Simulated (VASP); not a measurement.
Calculation: PBE GGA, VASP's PBE PAW potentials (set 64) (plane waves; VASP).

Input for VASP

**INCAR**
```
LCHARG  =  .FALSE.
ENCUT  =  500
SYSTEM  =  Li2O
NELM  =  1
ALGO  =  Exact
ISMEAR  =  0
PREC  =  Normal
NBANDS  =  192
LASPH  =  .TRUE.
LWAVE  =  .TRUE.
GGA  =  PE   # PBE
SIGMA  =  0.01
EDIFF  =  1E-8
LOPTICS  =  .TRUE.
LREAL  =  .FALSE.
```

File POSCAR:
```
Li2O
2.310
  0.0000000000   1.0000000000   1.0000000000
  1.0000000000   0.0000000000   1.0000000000
  1.0000000000   1.0000000000   0.0000000000
Li O
2 1
Cartesian
  0.5000000000   0.5000000000   0.5000000000
  1.5000000000   1.5000000000   1.5000000000
  0.0000000000   0.0000000000   0.0000000000
```

File KPOINTS:
```
Automatic mesh
0
gamma
 4 4 4
```

POTCAR, in this order: Li_sv_GW O_GW_new (PBE.64 set). Program: vasp_std. Read from the step before: WAVECAR.

Output of the run:

OSZICAR:
```
       N       E                     dE             d eps       ncg     rms          rms(c)
DIA:   1    -0.179032111690E+02   -0.17903E+02    0.00000E+00     0   0.000E+00
   1 F= -.17903211E+02 E0= -.17903211E+02  d E =0.000000E+00
 imaginary and real dielectric function
```

**OUTCAR**
```
 val. band max:        1.0824755349   @ k =   0.0000   0.0000   0.0000

 cond. band min:       6.0541980390   @ k =   0.5000   0.5000   0.0000



 k-point     1 :       0.0000    0.0000    0.0000
  band No.  band energies     occupation
      1     -41.8844      2.00000
      2     -41.5576      2.00000
      3     -14.3566      2.00000
      4       1.0820      2.00000
      5       1.0825      2.00000
      6       1.0825      2.00000
      7       6.3338      0.00000
      8      13.0010      0.00000
      9      13.0014      0.00000
     10      13.0014      0.00000
     11      20.0722      0.00000
     12      20.0724      0.00000
     13      20.0724      0.00000
     14      22.4236      0.00000
     15      22.4236      0.00000
     16      28.7907      0.00000
     17      28.8800      0.00000
     18      28.8805      0.00000
     19      28.8805      0.00000
     20      33.2242      0.00000
     21      47.4510      0.00000
     22      47.4510      0.00000
     23      47.4510      0.00000
     24      49.6506      0.00000
     25      49.6506      0.00000
     26      51.1157      0.00000
     27      51.1157      0.00000
     28      51.1161      0.00000
     29      53.0750      0.00000
     30      53.0750      0.00000
     31      53.0752      0.00000
     32      58.9749      0.00000
     33      58.9749      0.00000
     34      58.9756      0.00000
     35      59.2116      0.00000
     36      67.6981      0.00000
     37      67.6981      0.00000
     38      68.3595      0.00000
     39      68.3595      0.00000
     40      69.4233      0.00000
     41      69.4233      0.00000
     42      69.4235      0.00000
     43      70.3626      0.00000
     44      70.3626      0.00000
     45      70.3626      0.00000
     46      71.6420      0.00000
     47      72.4098      0.00000
     48      72.4098      0.00000
     49      72.4105      0.00000
     50      72.4141      0.00000
     51      72.4141      0.00000
     52      72.4143      0.00000
...
```

The density is held fixed in this step, so its total energy and stress have no physical meaning.

The compound is Li2O in the antifluorite structure. The cell was not relaxed at this level. The k-mesh is coarse (spacing up to 0.59 per Å, 2π included), so the numbers may not be converged in it.
